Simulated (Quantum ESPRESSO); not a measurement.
# Sn (Fd-3m) in Quantum ESPRESSO: notebook

Runs on Sn. Level: PBE. Tasks: phonons.

Program: Quantum ESPRESSO 7.5. These are calculated values, not measurements. Logs are shortened: lines on timing, memory, paths and dates and some standing lists are left out, and cuts for length are marked.

## (1) The crystal as given

The structure is cubic, space group Fd-3m (No. 227). Conventional cell: a = 6.467 Å, b = 6.467 Å, c = 6.467 Å, α = 90.00°, β = 90.00°, γ = 90.00°. Sn (site symmetry -43m) is surrounded by 4 Sn at 2.80 Å.

This isn't the form of Sn at room conditions, which is tetragonal (white tin).

## (2) Phonons, PBE

Contents of pw.in:

```
&CONTROL
  calculation = 'scf'
  prefix = 'pwscf'
  outdir = './tmp'
  pseudo_dir = './pseudo'
  tprnfor = .true.
  tstress = .true.
  disk_io = 'low'
/
&SYSTEM
  ibrav = 0
  nat = 2
  ntyp = 1
  ecutwfc = 65
  nbnd = 21
  occupations = 'smearing'
  smearing = 'mv'
  degauss = 0.01469973
/
&ELECTRONS
  conv_thr = 4d-10
  electron_maxstep = 120
  mixing_beta = 0.5
/
ATOMIC_SPECIES
Sn   118.7100 50_Sn_14_2.5_3.0_pbe_n_v1.0.upf
CELL_PARAMETERS angstrom
   0.0000000000    3.2333428000    3.2333428000
   3.2333428000    0.0000000000    3.2333428000
   3.2333428000    3.2333428000    0.0000000000
ATOMIC_POSITIONS crystal
Sn     0.7500000000    0.7500000000    0.7500000000
Sn     0.5000000000    0.5000000000    0.5000000000
K_POINTS automatic
5 5 5 0 0 0
```

Contents of scf2.in:

```
&CONTROL
  calculation = 'scf'
  prefix = 'pwscf'
  outdir = './tmp'
  pseudo_dir = './pseudo'
  tprnfor = .true.
  tstress = .true.
  disk_io = 'low'
/
&SYSTEM
  ibrav = 0
  nat = 2
  ntyp = 1
  ecutwfc = 65
  nbnd = 21
  occupations = 'smearing'
  smearing = 'mv'
  degauss = 0.01469973
/
&ELECTRONS
  conv_thr = 1d-13
  electron_maxstep = 120
  mixing_beta = 0.5
  startingpot = 'file'
  startingwfc = 'file'
/
ATOMIC_SPECIES
Sn   118.7100 50_Sn_14_2.5_3.0_pbe_n_v1.0.upf
CELL_PARAMETERS angstrom
   0.0000000000    3.2333428000    3.2333428000
   3.2333428000    0.0000000000    3.2333428000
   3.2333428000    3.2333428000    0.0000000000
ATOMIC_POSITIONS crystal
Sn     0.7500000000    0.7500000000    0.7500000000
Sn     0.5000000000    0.5000000000    0.5000000000
K_POINTS automatic
5 5 5 0 0 0
```

Contents of ph.in:

```
phonons of Sn
&INPUTPH
  prefix = 'pwscf'
  outdir = './tmp'
  tr2_ph = 1d-18
  fildyn = 'dyn'
  niter_ph = 90
  alpha_mix(1) = 0.4
/
0.0000000000 0.0000000000 0.0000000000
```

Contents of dynmat.in:

```
&INPUT
  fildyn = 'dyn'
  asr = 'crystal'
  filout = 'dynmat.disp'
  fileig = 'dynmat.eig'
/
```

Potentials or basis: SPMS 1.0 PBE.

The run is started by

```sh
> OMP_NUM_THREADS=1 mpirun -n 4 pw.x -nk 2 -in pw.in > pw.out
> OMP_NUM_THREADS=1 mpirun -n 4 pw.x -nk 2 -in scf2.in > scf2.out
> OMP_NUM_THREADS=1 mpirun -n 4 ph.x -nk 2 -in ph.in > ph.out
> OMP_NUM_THREADS=1 mpirun -n 1 dynmat.x -in dynmat.in > dynmat.out
```

pw.out:

```text
This program is part of the open-source Quantum ESPRESSO suite
     for quantum simulation of materials; please cite
[... 6 lines left out ...]
     using ibrav=0 with symmetry is DISCOURAGED, use correct ibrav instead

     K-points division:     npool     =       2
     Subspace diagonalization in iterative solution of the eigenvalue problem:
     a serial algorithm will be used

     --------------------
     sticks:   dense  smooth     PW     G-vecs:    dense   smooth      PW
     Min         672     672    189                16155    16155    2513
     Max         673     673    190                16156    16156    2516
     Sum        1345    1345    379                32311    32311    5029

     Using Slab Decomposition

     bravais-lattice index     =            0
     lattice parameter (alat)  =       8.6410  a.u.
     unit-cell volume          =     456.2279 (a.u.)^3
     number of atoms/cell      =            2
     number of atomic types    =            1
     number of electrons       =        28.00
     number of Kohn-Sham states=           21
     kinetic-energy cutoff     =      65.0000  Ry
     charge density cutoff     =     260.0000  Ry
     scf convergence threshold =      4.0E-10
     mixing beta               =       0.5000
     number of iterations used =            8  plain     mixing
     Exchange-correlation= PBE
                           (   1   4   3   4   0   0   0)

     celldm(1)=   8.641032  celldm(2)=   0.000000  celldm(3)=   0.000000
     celldm(4)=   0.000000  celldm(5)=   0.000000  celldm(6)=   0.000000

[... 8 lines left out ...]
               b(3) = (  0.707107  0.707107 -0.707107 )

     PseudoPot. # 1 for Sn read from file:
     50_Sn_14_2.5_3.0_pbe_n_v1.0.upf
     Pseudo is Norm-conserving + core correction, Zval = 14.0
     Generated using ONCVPSP code by D. R. Hamann
     Using radial grid of 1640 points,  6 beta functions with:
                l(1) =   0
                l(2) =   0
                l(3) =   1
                l(4) =   1
                l(5) =   2
                l(6) =   2

     atomic species   valence    mass     pseudopotential
     Sn               14.00   118.71000     Sn( 1.00)

     48 Sym. Ops., with inversion, found (24 have fractional translation)

   Cartesian axes

     site n.     atom                  positions (alat units)
         1        Sn     tau(   1) = (   1.0606602   1.0606602   1.0606602  )
         2        Sn     tau(   2) = (   0.7071068   0.7071068   0.7071068  )

     number of k points=    10  Marzari-Vanderbilt smearing, width (Ry)=  0.0147
                       cart. coord. in units 2pi/alat
        k(    1) = (   0.0000000   0.0000000   0.0000000), wk =   0.0160000
        k(    2) = (   0.1414214   0.1414214  -0.1414214), wk =   0.1280000
        k(    3) = (   0.2828427   0.2828427  -0.2828427), wk =   0.1280000
        k(    4) = (   0.2828427  -0.0000000   0.0000000), wk =   0.0960000
        k(    5) = (   0.4242641   0.1414214  -0.1414214), wk =   0.3840000
        k(    6) = (  -0.1414214  -0.4242641   0.4242641), wk =   0.3840000
        k(    7) = (   0.0000000  -0.2828427   0.2828427), wk =   0.1920000
        k(    8) = (   0.5656854  -0.0000000   0.0000000), wk =   0.0960000
        k(    9) = (   0.0000000  -0.5656854   0.5656854), wk =   0.1920000
        k(   10) = (  -0.1414214  -0.4242641   0.7071068), wk =   0.3840000

     Dense  grid:    32311 G-vectors     FFT dimensions: (  48,  48,  48)

     Initial potential from superposition of free atoms

     starting charge      27.9969, renormalised to      28.0000
     Starting wfcs are   18 randomized atomic wfcs +    3 random wfcs

     Self-consistent Calculation

     iteration #  1     ecut=    65.00 Ry     beta= 0.50
     Davidson diagonalization with overlap
     ethr =  1.00E-02,  avg # of iterations =  5.6

     Threshold (ethr) on eigenvalues was too large:
     Diagonalizing with lowered threshold

     Davidson diagonalization with overlap
     ethr =  1.00E-04,  avg # of iterations =  3.6

     total energy              =    -282.27065716 Ry
     estimated scf accuracy    <       0.02877022 Ry

     iteration #  2     ecut=    65.00 Ry     beta= 0.50
     Davidson diagonalization with overlap
     ethr =  1.03E-04,  avg # of iterations =  1.0

     total energy              =    -282.27082488 Ry
     estimated scf accuracy    <       0.00535718 Ry

     iteration #  3     ecut=    65.00 Ry     beta= 0.50
     Davidson diagonalization with overlap
     ethr =  1.91E-05,  avg # of iterations =  1.5

     total energy              =    -282.27118386 Ry
     estimated scf accuracy    <       0.00009027 Ry

     iteration #  4     ecut=    65.00 Ry     beta= 0.50
     Davidson diagonalization with overlap
     ethr =  3.22E-07,  avg # of iterations =  4.8

     total energy              =    -282.27120481 Ry
     estimated scf accuracy    <       0.00000608 Ry

     iteration #  5     ecut=    65.00 Ry     beta= 0.50
     Davidson diagonalization with overlap
     ethr =  2.17E-08,  avg # of iterations =  2.0

     total energy              =    -282.27120592 Ry
     estimated scf accuracy    <       0.00000008 Ry

     iteration #  6     ecut=    65.00 Ry     beta= 0.50
     Davidson diagonalization with overlap
     ethr =  2.69E-10,  avg # of iterations =  4.0

     total energy              =    -282.27120602 Ry
     estimated scf accuracy    <       0.00000003 Ry

     iteration #  7     ecut=    65.00 Ry     beta= 0.50
     Davidson diagonalization with overlap
     ethr =  9.66E-11,  avg # of iterations =  2.3

     total energy              =    -282.27120603 Ry
     estimated scf accuracy    <       0.00000001 Ry

     iteration #  8     ecut=    65.00 Ry     beta= 0.50
     Davidson diagonalization with overlap
     ethr =  3.86E-11,  avg # of iterations =  2.0

     total energy              =    -282.27120603 Ry
     estimated scf accuracy    <          4.6E-10 Ry

     iteration #  9     ecut=    65.00 Ry     beta= 0.50
     Davidson diagonalization with overlap
     ethr =  1.63E-12,  avg # of iterations =  2.1

     End of self-consistent calculation

          k = 0.0000 0.0000 0.0000 (  4015 PWs)   bands (ev):

   -12.5876 -12.5876 -12.5876 -12.5230 -12.5230 -12.2102 -12.2102 -12.2102
   -12.1984 -12.1984  -1.4526   8.6294   9.3235   9.3235   9.3235  11.4093
    11.4093  11.4093  14.2853  17.2348  17.2348

          k = 0.1414 0.1414-0.1414 (  4014 PWs)   bands (ev):

   -12.6079 -12.6079 -12.5784 -12.4924 -12.4924 -12.2453 -12.2453 -12.2218
   -12.1694 -12.1694  -1.0664   5.9181   8.7437   8.7437   9.7316  12.1349
    12.1349  13.0754  15.5899  16.1147  16.1147

          k = 0.2828 0.2828-0.2828 (  4023 PWs)   bands (ev):

   -12.6228 -12.6228 -12.5627 -12.4645 -12.4645 -12.2668 -12.2668 -12.2416
   -12.1542 -12.1542  -0.0925   3.3823   8.1790   8.1790   9.2976  12.4920
    12.4920  15.0177  16.2958  17.2749  17.2749

          k = 0.2828-0.0000 0.0000 (  4024 PWs)   bands (ev):

   -12.6075 -12.6075 -12.5945 -12.4913 -12.4549 -12.3083 -12.2287 -12.1814
   -12.1814 -12.1728  -0.9306   5.8279   7.9768   7.9768  10.4529  11.4468
    13.3955  13.3955  14.8629  16.4345  17.6941

          k = 0.4243 0.1414-0.1414 (  4046 PWs)   bands (ev):

   -12.6405 -12.6250 -12.5531 -12.4535 -12.4151 -12.3480 -12.2690 -12.2270
   -12.1539 -12.1349  -0.0893   3.8274   6.9202   7.4905  10.6465  12.0350
    13.5114  14.0281  17.1344  17.4987  18.2947

          k =-0.1414-0.4243 0.4243 (  4032 PWs)   bands (ev):

   -12.6531 -12.6347 -12.5179 -12.4362 -12.4240 -12.3158 -12.3059 -12.2689
   -12.1384 -12.1218   0.5052   2.8585   6.2805   7.6997  10.6229  12.7799
    13.5165  15.1501  16.1442  16.9416  17.7361

          k = 0.0000-0.2828 0.2828 (  4023 PWs)   bands (ev):

   -12.6309 -12.6289 -12.5466 -12.4759 -12.4448 -12.2946 -12.2672 -12.2397
   -12.1515 -12.1431  -0.4511   4.4818   6.7642   8.4539  10.7561  12.5820
    12.8226  13.4816  15.4302  17.1151  17.6348

          k = 0.5657-0.0000 0.0000 (  4052 PWs)   bands (ev):

   -12.6354 -12.6354 -12.5483 -12.4407 -12.4091 -12.3349 -12.3087 -12.2253
   -12.1388 -12.1388   0.5898   2.9437   6.8844   6.8844   9.8908  10.5125
    16.2286  16.2286  17.1229  19.0879  19.3718

          k = 0.0000-0.5657 0.5657 (  4039 PWs)   bands (ev):

   -12.6583 -12.6402 -12.4993 -12.4399 -12.3697 -12.3517 -12.3330 -12.2764
   -12.1314 -12.1135   1.4290   1.9919   5.9784   6.9759  10.2391  11.8714
    15.5072  15.7693  16.6110  17.7953  20.0374

          k =-0.1414-0.4243 0.7071 (  4033 PWs)   bands (ev):

   -12.6561 -12.6480 -12.4931 -12.4122 -12.3961 -12.3655 -12.3191 -12.2834
   -12.1242 -12.1170   0.8712   2.6418   6.0235   6.7822  12.0555  12.0640
    12.9870  15.2649  16.8175  17.7868  19.8373

     the Fermi energy is     9.2153 ev

!    total energy              =    -282.27120603 Ry
     estimated scf accuracy    <          5.5E-12 Ry
     smearing contrib. (-TS)   =      -0.00015038 Ry
     internal energy E=F+TS    =    -282.27105565 Ry

     The total energy is F=E-TS. E is the sum of the following terms:
     one-electron contribution =    -105.27357233 Ry
     hartree contribution      =      67.04505967 Ry
     xc contribution           =     -71.24556337 Ry
     ewald contribution        =    -172.79697962 Ry

     convergence has been achieved in   9 iterations

     Forces acting on atoms (cartesian axes, Ry/au):

     atom    1 type  1   force =     0.00000000   -0.00000000   -0.00000000
     atom    2 type  1   force =     0.00000000   -0.00000000    0.00000000

     Total force =     0.000000     Total SCF correction =     0.000000

     Computing stress (Cartesian axis) and pressure

          total   stress  (Ry/bohr**3)                   (kbar)     P=       40.69
   0.00027661  -0.00000000   0.00000000           40.69       -0.00        0.00
   0.00000000   0.00027661  -0.00000000            0.00       40.69       -0.00
  -0.00000000   0.00000000   0.00027661           -0.00        0.00       40.69

=------------------------------------------------------------------------------=
   JOB DONE.
=------------------------------------------------------------------------------=
```

Wall time 72 s (4 MPI ranks of Intel Xeon 6975P-C (Granite Rapids), shared host); peak memory 0.32 GiB.

Results:

```yaml
Free_energy: -3840.4954 eV
Pressure_after_relaxing: 4.1 GPa
Band_gap_on_the_k_mesh: none (metal or under the smearing width)
Highest_phonon_frequency_at_Γ: 194 cm⁻¹
```

Phonon frequencies in cm⁻¹ (negative: imaginary):
```
              q point           frequencies
(0.000, 0.000, 0.000)  -2 -2 -2 194 194 194
```

Optical modes at Γ, degenerate ones joined:
| cm⁻¹ | components | symmetry | active in |
| --- | --- | --- | --- |
| 194 | 3 | T2g | Raman |

Caveat: the k mesh is coarse; the mesh is thin for the phonons of a metal; the cell is more than 3 GPa from zero pressure, which shifts response properties.

(Continued in part 2 of 2.)
